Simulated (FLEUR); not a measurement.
# Pb (Fd-3m) in FLEUR: further runs, part 2 of 2

FLEUR MaX-R8.1 (later development tree). Earlier steps stand in the parts before.

## Step 3: Equation of state, r2SCAN, 38.23 Å³/atom (volume scaled by 0.94)

Contents of inp.xml:

```xml
<?xml version="1.0" encoding="UTF-8" standalone="no"?>
<fleurInput fleurInputVersion="0.39">
   <comment>
      Pb                                                                                                  
   </comment>
   <calculationSetup>
      <cutoffs Kmax="4.1" Gmax="12.7" GmaxXC="12.7" numbands="0"/>
      <scfLoop itmax="80" minDistance="0.0001" maxIterBroyd="30" imix="Anderson" alpha="0.05" precondParam="0.0" spinf="2.0" sdNocoIR="T"/>
      <coreElectrons ctail="F" frcor="F" kcrel="0" coretail_lmax="0"/>
      <xcFunctional name="LibXC" relativisticCorrections="F">
         <LibXCName exchange="mgga_x_r2scan" correlation="mgga_c_r2scan"/>
         <AuxGGA exchange="117" correlation="130"/>
      </xcFunctional>
      <magnetism jspins="1"/>
      <soc l_soc="F" theta="0.0" phi="0.0" spav="F"/>
      <expertModes spex="0" secvar="F"/>
      <geometryOptimization l_f="F" forcealpha="1.0" forcemix="BFGS" epsdisp="0.00001" epsforce="0.00001"/>
      <ldaU l_linMix="F" mixParam="0.05" spinf="1.0"/>
   </calculationSetup>
   <cell>
      <bzIntegration valenceElectrons="40.0" mode="hist" fermiSmearingEnergy="0.00183747">
         <kPointListSelection listName="default-1"/>
         <!-- k-points included here -->
         <xi:include xmlns:xi="http://www.w3.org/2001/XInclude" href="kpts.xml"> </xi:include>
      </bzIntegration>
      <!-- symmetry operations included here -->
      <xi:include xmlns:xi="http://www.w3.org/2001/XInclude" href="sym.xml"> </xi:include>
      <bulkLattice scale="0.9795861087">
         <bravaisMatrix>
            <row-1>    0.0000000000000000     6.4987682473791999     6.4987682473791999</row-1>
            <row-2>    6.4987682473791999     0.0000000000000000     6.4987682473791999</row-2>
            <row-3>    6.4987682473791999     6.4987682473791999     0.0000000000000000</row-3>
         </bravaisMatrix>
      </bulkLattice>
   </cell>
   <atomSpecies>
      <species name="Lead (Pb)" element="Pb" atomicNumber="82">
         <mtSphere radius="2.53" gridPoints="863" logIncrement="0.016"/>
         <atomicCutoffs lmax="10" lnonsphr="10"/>
         <electronConfig flipSpins="F">
            <coreConfig>(1s1/2) (2s1/2) (2p1/2) (2p3/2) (3s1/2) (3p1/2) (3p3/2) (4s1/2) (3d3/2) (3d5/2) (4p1/2) (4p3/2) (4d3/2) (4d5/2) (4f5/2) (4f7/2) (5s1/2)</coreConfig>
            <valenceConfig>(5p1/2) (5p3/2) (6s1/2) (5d3/2) (5d5/2) (6p1/2) (6p3/2)</valenceConfig>
            <stateOccupation state="(6p1/2)" spinUp="0.333333" spinDown="0.333333"/>
            <stateOccupation state="(6p3/2)" spinUp="0.666667" spinDown="0.666667"/>
         </electronConfig>
         <energyParameters s="6" p="6" d="5" f="5"/>
         <lo type="SCLO" l="1" n="5" eDeriv="0"/>
         <lo type="SCLO" l="1" n="5" eDeriv="1"/>
         <lo type="SCLO" l="0" n="6" eDeriv="2"/>
         <lo type="SCLO" l="2" n="5" eDeriv="2"/>
         <lo type="SCLO" l="3" n="5" eDeriv="2"/>
      </species>
   </atomSpecies>
   <atomGroups>
      <atomGroup species="Lead (Pb)">
         <relPos label="                   1">1.000/8.000 1.000/8.000 1.000/8.000</relPos>
         <relPos label="                   2">-1.000/8.000 -1.000/8.000 -1.000/8.000</relPos>
         <force calculate="T" relaxXYZ="TTT"/>
      </atomGroup>
   </atomGroups>
   <output dos="F" band="F" slice="F">
      <checks vchk="F" cdinf="F"/>
      <bandDOS minEnergy="-.5*Htr" maxEnergy="0.5*Htr" sigma="0.015" storeEVData="T"/>
      <vacuumDOS vacdos="F" integ="F" star="F" nstars="0" locx1="0.0" locy1="0.0" locx2="0.0" locy2="0.0" nstm="0" tworkf="0.0"/>
      <unfoldingBand unfoldBand="F" supercellX="1" supercellY="1" supercellZ="1"/>
      <plotting iplot="0" polar="F">
         <plot TwoD="T" vec1="  1.0  0.0  0.0" vec2="  0.0  1.0  0.0" vec3="  0.0  0.0  1.0" zero="  0.0  0.0  0.0" file="plot"/>
      </plotting>
      <chargeDensitySlicing numkpt="0" minEigenval="0.0" maxEigenval="0.0" nnne="0" pallst="F"/>
      <specialOutput eonly="F"/>
      <moessbauerParams electricFieldGradient="T" isomerShift="T" coreHyperfine="T" valenceHyperfine="T"/>
      <magneticCircularDichroism mcd="F" energyLo="-10.0" energyUp="0.0"/>
   </output>
  <!-- We include the file relax.xml here to enable relaxations (see documentation) -->
  <xi:include xmlns:xi="http://www.w3.org/2001/XInclude" href="relax.xml"> <xi:fallback/> </xi:include>
</fleurInput>
```

Potentials or basis: all-electron, FLAPW.

Started as:

```bash
> inpgen -f crystal.txt -profile fastHighL
> # inp.xml edited to the form shown
> fleur_MPI
```

What it wrote:

```text
Welcome to FLEUR        (www.flapw.de)
      MaX-Release 8.1          (www.max-centre.eu)
 func_ids         498         497         498         497
 MetaGGA potential functional detected - V_tau will be computed
 Auxiliary Potential for radial basis: exchange=         117  correlation=         130
The functional 'Re-regularized SCAN exchange by Furness et al' is an exchange functional, it belongs to the 'MGGA' family and is defined in the reference(s):
[1] J. W. Furness, A. D. Kaplan, J. Ning, J. P. Perdew, and J. Sun.,  J. Phys. Chem. Lett. 11, 8208-8215 (2020)
[2] J. W. Furness, A. D. Kaplan, J. Ning, J. P. Perdew, and J. Sun.,  J. Phys. Chem. Lett. 11, 9248-9248 (2020)
The functional 'Re-regularized SCAN correlation by Furness et al' is a correlation functional, it belongs to the 'MGGA' family and is defined in the reference(s):
[1] J. W. Furness, A. D. Kaplan, J. Ning, J. P. Perdew, and J. Sun.,  J. Phys. Chem. Lett. 11, 8208-8215 (2020)
[2] J. W. Furness, A. D. Kaplan, J. Ning, J. P. Perdew, and J. Sun.,  J. Phys. Chem. Lett. 11, 9248-9248 (2020)
 Using same functional for VXC and EXC

 ========== k-point set info ==========
 Selected k-point list: default-1
 k-point list type: mesh
 7 x 7 x 7
 Number of k points: 20

 ------------Calculation Setup---------------------------
 Number of MPI-tasks      :            1
 Number of PE/node        :            1
 Number of OMP-threads    :            1
 Most efficient MPI parallelization for:
           1           2           4           5          10          20
 Additional eigenvalue parallelization possible
 Number of basis functions:          682
 Approximate size of matrices (H+S) per k-point:         0.007 GB
 --------------------------------------------------------
The functional 'Hammer, Hansen, and Norskov' is an exchange functional, it belongs to the 'GGA' family and is defined in the reference(s):
[1] B. Hammer, L. B. Hansen, and J. K. Nørskov.,  Phys. Rev. B 59, 7413 (1999)
The functional 'Perdew, Burke & Ernzerhof' is a correlation functional, it belongs to the 'GGA' family and is defined in the reference(s):
[1] J. P. Perdew, K. Burke, and M. Ernzerhof.,  Phys. Rev. Lett. 77, 3865 (1996)
[2] J. P. Perdew, K. Burke, and M. Ernzerhof.,  Phys. Rev. Lett. 78, 1396 (1997)
 Using same functional for VXC and EXC
 Using auxiliary GGA potential for the first iteration of MetaGGA calculation.
 Reset of history
 Reset of history
 Iteration:     1   Distance:      48.08957411 me/bohr^3
The functional 'Hammer, Hansen, and Norskov' is an exchange functional, it belongs to the 'GGA' family and is defined in the reference(s):
[1] B. Hammer, L. B. Hansen, and J. K. Nørskov.,  Phys. Rev. B 59, 7413 (1999)
The functional 'Perdew, Burke & Ernzerhof' is a correlation functional, it belongs to the 'GGA' family and is defined in the reference(s):
[1] J. P. Perdew, K. Burke, and M. Ernzerhof.,  Phys. Rev. Lett. 77, 3865 (1996)
[2] J. P. Perdew, K. Burke, and M. Ernzerhof.,  Phys. Rev. Lett. 78, 1396 (1997)
 Using same functional for VXC and EXC
 Iteration:     2   Distance:      45.63529596 me/bohr^3
The functional 'Hammer, Hansen, and Norskov' is an exchange functional, it belongs to the 'GGA' family and is defined in the reference(s):
[1] B. Hammer, L. B. Hansen, and J. K. Nørskov.,  Phys. Rev. B 59, 7413 (1999)
The functional 'Perdew, Burke & Ernzerhof' is a correlation functional, it belongs to the 'GGA' family and is defined in the reference(s):
[1] J. P. Perdew, K. Burke, and M. Ernzerhof.,  Phys. Rev. Lett. 77, 3865 (1996)
[2] J. P. Perdew, K. Burke, and M. Ernzerhof.,  Phys. Rev. Lett. 78, 1396 (1997)
 Using same functional for VXC and EXC
 Iteration:     3   Distance:      43.33277811 me/bohr^3
The functional 'Hammer, Hansen, and Norskov' is an exchange functional, it belongs to the 'GGA' family and is defined in the reference(s):
[1] B. Hammer, L. B. Hansen, and J. K. Nørskov.,  Phys. Rev. B 59, 7413 (1999)
The functional 'Perdew, Burke & Ernzerhof' is a correlation functional, it belongs to the 'GGA' family and is defined in the reference(s):
[1] J. P. Perdew, K. Burke, and M. Ernzerhof.,  Phys. Rev. Lett. 77, 3865 (1996)
[2] J. P. Perdew, K. Burke, and M. Ernzerhof.,  Phys. Rev. Lett. 78, 1396 (1997)
 Using same functional for VXC and EXC
 Iteration:     4   Distance:       1.41908441 me/bohr^3
The functional 'Hammer, Hansen, and Norskov' is an exchange functional, it belongs to the 'GGA' family and is defined in the reference(s):
[1] B. Hammer, L. B. Hansen, and J. K. Nørskov.,  Phys. Rev. B 59, 7413 (1999)
The functional 'Perdew, Burke & Ernzerhof' is a correlation functional, it belongs to the 'GGA' family and is defined in the reference(s):
[1] J. P. Perdew, K. Burke, and M. Ernzerhof.,  Phys. Rev. Lett. 77, 3865 (1996)
[2] J. P. Perdew, K. Burke, and M. Ernzerhof.,  Phys. Rev. Lett. 78, 1396 (1997)
 Using same functional for VXC and EXC
 Iteration:     5   Distance:       0.51983908 me/bohr^3
The functional 'Hammer, Hansen, and Norskov' is an exchange functional, it belongs to the 'GGA' family and is defined in the reference(s):
[1] B. Hammer, L. B. Hansen, and J. K. Nørskov.,  Phys. Rev. B 59, 7413 (1999)
The functional 'Perdew, Burke & Ernzerhof' is a correlation functional, it belongs to the 'GGA' family and is defined in the reference(s):
[1] J. P. Perdew, K. Burke, and M. Ernzerhof.,  Phys. Rev. Lett. 77, 3865 (1996)
[2] J. P. Perdew, K. Burke, and M. Ernzerhof.,  Phys. Rev. Lett. 78, 1396 (1997)
 Using same functional for VXC and EXC
 Iteration:     6   Distance:       0.44262657 me/bohr^3
The functional 'Hammer, Hansen, and Norskov' is an exchange functional, it belongs to the 'GGA' family and is defined in the reference(s):
[1] B. Hammer, L. B. Hansen, and J. K. Nørskov.,  Phys. Rev. B 59, 7413 (1999)
The functional 'Perdew, Burke & Ernzerhof' is a correlation functional, it belongs to the 'GGA' family and is defined in the reference(s):
[1] J. P. Perdew, K. Burke, and M. Ernzerhof.,  Phys. Rev. Lett. 77, 3865 (1996)
[2] J. P. Perdew, K. Burke, and M. Ernzerhof.,  Phys. Rev. Lett. 78, 1396 (1997)
 Using same functional for VXC and EXC
 Iteration:     7   Distance:       0.07525496 me/bohr^3
The functional 'Hammer, Hansen, and Norskov' is an exchange functional, it belongs to the 'GGA' family and is defined in the reference(s):
[1] B. Hammer, L. B. Hansen, and J. K. Nørskov.,  Phys. Rev. B 59, 7413 (1999)
The functional 'Perdew, Burke & Ernzerhof' is a correlation functional, it belongs to the 'GGA' family and is defined in the reference(s):
[1] J. P. Perdew, K. Burke, and M. Ernzerhof.,  Phys. Rev. Lett. 77, 3865 (1996)
[2] J. P. Perdew, K. Burke, and M. Ernzerhof.,  Phys. Rev. Lett. 78, 1396 (1997)
 Using same functional for VXC and EXC
 Iteration:     8   Distance:       0.07329754 me/bohr^3
The functional 'Hammer, Hansen, and Norskov' is an exchange functional, it belongs to the 'GGA' family and is defined in the reference(s):
[1] B. Hammer, L. B. Hansen, and J. K. Nørskov.,  Phys. Rev. B 59, 7413 (1999)
The functional 'Perdew, Burke & Ernzerhof' is a correlation functional, it belongs to the 'GGA' family and is defined in the reference(s):
[1] J. P. Perdew, K. Burke, and M. Ernzerhof.,  Phys. Rev. Lett. 77, 3865 (1996)
[2] J. P. Perdew, K. Burke, and M. Ernzerhof.,  Phys. Rev. Lett. 78, 1396 (1997)
 Using same functional for VXC and EXC
 Iteration:     9   Distance:       0.01254016 me/bohr^3
[... 8 lines left out ...]
[1] B. Hammer, L. B. Hansen, and J. K. Nørskov.,  Phys. Rev. B 59, 7413 (1999)
The functional 'Perdew, Burke & Ernzerhof' is a correlation functional, it belongs to the 'GGA' family and is defined in the reference(s):
[1] J. P. Perdew, K. Burke, and M. Ernzerhof.,  Phys. Rev. Lett. 77, 3865 (1996)
[2] J. P. Perdew, K. Burke, and M. Ernzerhof.,  Phys. Rev. Lett. 78, 1396 (1997)
 Using same functional for VXC and EXC
 Iteration:    11   Distance:       0.01046688 me/bohr^3
The functional 'Hammer, Hansen, and Norskov' is an exchange functional, it belongs to the 'GGA' family and is defined in the reference(s):
[1] B. Hammer, L. B. Hansen, and J. K. Nørskov.,  Phys. Rev. B 59, 7413 (1999)
The functional 'Perdew, Burke & Ernzerhof' is a correlation functional, it belongs to the 'GGA' family and is defined in the reference(s):
[1] J. P. Perdew, K. Burke, and M. Ernzerhof.,  Phys. Rev. Lett. 77, 3865 (1996)
[2] J. P. Perdew, K. Burke, and M. Ernzerhof.,  Phys. Rev. Lett. 78, 1396 (1997)
 Using same functional for VXC and EXC
 Iteration:    12   Distance:       0.01069821 me/bohr^3
The functional 'Hammer, Hansen, and Norskov' is an exchange functional, it belongs to the 'GGA' family and is defined in the reference(s):
[1] B. Hammer, L. B. Hansen, and J. K. Nørskov.,  Phys. Rev. B 59, 7413 (1999)
The functional 'Perdew, Burke & Ernzerhof' is a correlation functional, it belongs to the 'GGA' family and is defined in the reference(s):
[1] J. P. Perdew, K. Burke, and M. Ernzerhof.,  Phys. Rev. Lett. 77, 3865 (1996)
[2] J. P. Perdew, K. Burke, and M. Ernzerhof.,  Phys. Rev. Lett. 78, 1396 (1997)
 Using same functional for VXC and EXC
 Iteration:    13   Distance:       0.00549958 me/bohr^3
The functional 'Hammer, Hansen, and Norskov' is an exchange functional, it belongs to the 'GGA' family and is defined in the reference(s):
[1] B. Hammer, L. B. Hansen, and J. K. Nørskov.,  Phys. Rev. B 59, 7413 (1999)
The functional 'Perdew, Burke & Ernzerhof' is a correlation functional, it belongs to the 'GGA' family and is defined in the reference(s):
[1] J. P. Perdew, K. Burke, and M. Ernzerhof.,  Phys. Rev. Lett. 77, 3865 (1996)
[2] J. P. Perdew, K. Burke, and M. Ernzerhof.,  Phys. Rev. Lett. 78, 1396 (1997)
 Using same functional for VXC and EXC
 Iteration:    14   Distance:       0.00397395 me/bohr^3
The functional 'Hammer, Hansen, and Norskov' is an exchange functional, it belongs to the 'GGA' family and is defined in the reference(s):
[1] B. Hammer, L. B. Hansen, and J. K. Nørskov.,  Phys. Rev. B 59, 7413 (1999)
The functional 'Perdew, Burke & Ernzerhof' is a correlation functional, it belongs to the 'GGA' family and is defined in the reference(s):
[1] J. P. Perdew, K. Burke, and M. Ernzerhof.,  Phys. Rev. Lett. 77, 3865 (1996)
[2] J. P. Perdew, K. Burke, and M. Ernzerhof.,  Phys. Rev. Lett. 78, 1396 (1997)
 Using same functional for VXC and EXC
 Iteration:    15   Distance:       0.00016858 me/bohr^3
The functional 'Hammer, Hansen, and Norskov' is an exchange functional, it belongs to the 'GGA' family and is defined in the reference(s):
[1] B. Hammer, L. B. Hansen, and J. K. Nørskov.,  Phys. Rev. B 59, 7413 (1999)
The functional 'Perdew, Burke & Ernzerhof' is a correlation functional, it belongs to the 'GGA' family and is defined in the reference(s):
[1] J. P. Perdew, K. Burke, and M. Ernzerhof.,  Phys. Rev. Lett. 77, 3865 (1996)
[2] J. P. Perdew, K. Burke, and M. Ernzerhof.,  Phys. Rev. Lett. 78, 1396 (1997)
 Using same functional for VXC and EXC
 Iteration:    16   Distance:       0.00009637 me/bohr^3

 ********************************************************************
 Run finished successfully
 Stop message:
   all done
 ********************************************************************
```

It took 1.8 min on 1 thread of Arm Neoverse N1, shared host; peak memory 0.09 GiB.

Results:

| Property | Result |
| --- | --- |
| Free energy | -1138858.4237 eV |
| Band gap on the k mesh | none (metal or under the smearing width) |
| Valence electrons inside the program's atomic spheres | Pb 17.82 (radii Pb 2.53 bohr) |

Caveat: the meta-GGA is that of a development version, with a GGA for the radial functions and cores and without core tails.

## Step 4: Equation of state, r2SCAN, 39.05 Å³/atom (volume scaled by 0.96)

inp.xml, as its differences from that of step 3:

```diff
@@ -27,3 +27,3 @@
       <xi:include xmlns:xi="http://www.w3.org/2001/XInclude" href="sym.xml"> </xi:include>
-      <bulkLattice scale="0.9795861087">
+      <bulkLattice scale="0.9864848297">
          <bravaisMatrix>
```

Started as:

```bash
> inpgen -f crystal.txt -profile fastHighL
> # inp.xml edited to the form shown
> fleur_MPI
```

Wall time 88 s (1 thread of Arm Neoverse N1, shared host); peak memory 0.09 GiB.

It converged, with:

```
Free energy                                           : -1138858.4564 eV
Band gap on the k mesh                                : none (metal or under the smearing width)
Valence electrons inside the program's atomic spheres : Pb 17.81 (radii Pb 2.53 bohr)
```

Caveat: the meta-GGA is that of a development version, with a GGA for the radial functions and cores and without core tails.

## Step 5: Equation of state, r2SCAN, 40.67 Å³/atom

inp.xml, as its differences from that of step 4:

```diff
@@ -27,3 +27,3 @@
       <xi:include xmlns:xi="http://www.w3.org/2001/XInclude" href="sym.xml"> </xi:include>
-      <bulkLattice scale="0.9864848297">
+      <bulkLattice scale="1.0000000000">
          <bravaisMatrix>
```

Started as:

```bash
> inpgen -f crystal.txt -profile fastHighL
> # inp.xml edited to the form shown
> fleur_MPI
```

It took 87 s on 1 thread of Arm Neoverse N1, shared host; peak memory 0.09 GiB.

The run converged. Its results:

- Free energy: -1138858.4956 eV
- Band gap on the k mesh: none (metal or under the smearing width)
- Valence electrons inside the program's atomic spheres: Pb 17.78 (radii Pb 2.53 bohr)

Caveat: the meta-GGA is that of a development version, with a GGA for the radial functions and cores and without core tails.

## Step 6: Equation of state, r2SCAN, 42.30 Å³/atom (volume scaled by 1.04)

inp.xml, as its differences from that of step 5:

```diff
@@ -27,3 +27,3 @@
       <xi:include xmlns:xi="http://www.w3.org/2001/XInclude" href="sym.xml"> </xi:include>
-      <bulkLattice scale="1.0000000000">
+      <bulkLattice scale="1.0131594038">
          <bravaisMatrix>
```

Potentials or basis: all-electron, FLAPW.

Started as:

```bash
> inpgen -f crystal.txt -profile fastHighL
> # inp.xml edited to the form shown
> fleur_MPI
```

Wall time 93 s (1 thread of Arm Neoverse N1, shared host); peak memory 0.09 GiB.

It converged, with:

```
Free energy                                           : -1138858.5055 eV
Band gap on the k mesh                                : none (metal or under the smearing width)
Valence electrons inside the program's atomic spheres : Pb 17.76 (radii Pb 2.53 bohr)
```

Caveat: the meta-GGA is that of a development version, with a GGA for the radial functions and cores and without core tails.

## Step 7: Equation of state, r2SCAN, 43.11 Å³/atom (volume scaled by 1.06)

inp.xml, as its differences from that of step 6:

```diff
@@ -27,3 +27,3 @@
       <xi:include xmlns:xi="http://www.w3.org/2001/XInclude" href="sym.xml"> </xi:include>
-      <bulkLattice scale="1.0131594038">
+      <bulkLattice scale="1.0196128224">
          <bravaisMatrix>
```

Started as:

```bash
> inpgen -f crystal.txt -profile fastHighL
> # inp.xml edited to the form shown
> fleur_MPI
```

Wall time 1.7 min (1 thread of Arm Neoverse N1, shared host); peak memory 0.09 GiB.

The run converged. Its results:

```
Free energy                                           : -1138858.5028 eV
Band gap on the k mesh                                : none (metal or under the smearing width)
Valence electrons inside the program's atomic spheres : Pb 17.75 (radii Pb 2.53 bohr)
```

Caveat: the meta-GGA is that of a development version, with a GGA for the radial functions and cores and without core tails.

## Step 8: Equation of state, r2SCAN

No new run: the results of the series are fitted here.

What came out:

* Equilibrium volume: 42.21 Å³/atom
* Bulk modulus: 27 GPa

Energy against volume, from the lowest point:
```csv
volume (Å³/atom),energy (meV/atom)
38.232,40.91
39.045,24.57
40.672,4.92
42.299,0.00
43.112,1.34
```

Caveat: the meta-GGA is that of a development version, with a GGA for the radial functions and cores and without core tails. The run has no spin-orbit coupling, so splittings on Pb are missing.
